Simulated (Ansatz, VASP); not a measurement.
**Two plane-wave programs on Al**

```
Al
1.0
     0.00000    1.92278    1.92278
     1.92278    0.00000    1.92278
     1.92278    1.92278    0.00000
Al
1
Direct
  0.00000 0.00000 0.00000
```

Change from the starting cell: strain -0.050 along x and y, -0.050 along z, atoms carried along.

Alike in both runs: task single point; functional PBEsol; k mesh 20 × 20 × 20; occupations gaussian, width 0.15 eV; no spin polarisation.

```csv
,VASP,Ansatz
version,VASP 6.6.1,Ansatz 0.2.0
potentials or method,"VASP PAW PBE potentials, release 64 (Al)","scalar-relativistic, plane waves, PAW"
plane-wave cutoff (eV),520,420
valence electrons in the cell,3,3
```

Ansatz gave:

- gap on the k mesh at the Fermi level (eV): none
- pressure (GPa): 14.1

What did VASP give for the same quantities?

gap on the k mesh at the Fermi level (eV): none; pressure (GPa): 14.3.

A gap of «none» marks a metal or a gap that the smearing closes.

Caveats: the PAW data sets were made with another functional, which shifts forces and pressure a little (VASP).
